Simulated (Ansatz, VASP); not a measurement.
# BN: VASP beside Ansatz

INCAR

```
SYSTEM = BN
ALGO = Normal
EDIFF = 1E-6
ENCUT = 520
GGA = PE
ISIF = 2
ISMEAR = 0
LASPH = .TRUE.
LCHARG = .TRUE.
LELF = .TRUE.
LREAL = .FALSE.
LVHAR = .TRUE.
LWAVE = .FALSE.
NBANDS = 16
NELM = 60
PREC = Accurate
SIGMA = 0.05
```

KPOINTS

```
k-points
0
G
  6 6 6
  0 0 0
```

The input POSCAR:

```
BN
1.0
    0.0000000000     -1.8123937734     -1.7640028597
   -1.7640028597      0.0000000000     -1.7640028597
    1.7640028597      1.8123937734     -3.5280057193
B N
2 2
Direct
   -0.0015993670      0.0071310777      0.0000000000
    0.5015993670      0.4928689223      0.5000000000
    0.3733632633      0.3822976976      0.8750000000
    0.8766367367      0.8677023024      0.3750000000
```

Input for Ansatz:

```yaml
crystal:
  lattice:
    - [0.0, -1.8123937734, -1.7640028597]
    - [-1.7640028597, 0.0, -1.7640028597]
    - [1.7640028597, 1.8123937734, -3.5280057193]
  atoms:
    - { symbol: B, position: [-0.001599367, 0.0071310777, 0.0] }
    - { symbol: B, position: [0.501599367, 0.4928689223, 0.5] }
    - { symbol: "N", position: [0.3733632633, 0.3822976976, 0.875] }
    - { symbol: "N", position: [0.8766367367, 0.8677023024, 0.375] }
basis:
  ecutwfc: 520.0
kpoints:
  mp_grid: { grid: [6, 6, 6] }
hamiltonian:
  xc: pbe
scf:
  occupations: { method: gaussian, width: 0.05 }
output:
  forces: true
  stress: true
  eigenvalues: true
```

Change from the starting cell: mode 4 frozen in at -0.017 Å, equal normal strain along x and y -0.0267.

Alike in both runs: task single point; functional PBE; k mesh 6 × 6 × 6; occupations gaussian, width 0.05 eV; no spin polarisation.

```csv
,VASP,Ansatz
version,VASP 6.6.1,Ansatz 0.2.0
potentials or method,"VASP PAW PBE potentials, release 64 (B, N)","scalar-relativistic, plane waves, PAW"
plane-wave cutoff (eV),520,520
valence electrons in the cell,16,16
```

VASP gave:

```
gap on the k mesh at the Fermi level (eV)       : 4.25
least direct gap on the mesh (eV)               : 6.15
pressure (GPa)                                  : 22.6
largest component of the traceless stress (GPa) : 11.96
rms of the force components (eV/Å)              : 0.101
```

Task: What did Ansatz give for the same quantities?

Result: gap on the k mesh at the Fermi level (eV): 4.26; least direct gap on the mesh (eV): 6.17; pressure (GPa): 22.2; largest component of the traceless stress (GPa): 11.96; rms of the force components (eV/Å): 0.101.

Atom by atom the forces differ by 0.000 eV/Å (rms over components). The functional is the same, so the differences come from potentials, cutoffs and numerics.

Caveats: the k mesh is coarse (spacing up to 0.49 Å⁻¹), so the values aren't converged; so large a pressure means that the cell lies far from this level's equilibrium, or that cutoff or potentials fall short (VASP). A k mesh can miss the band edges.
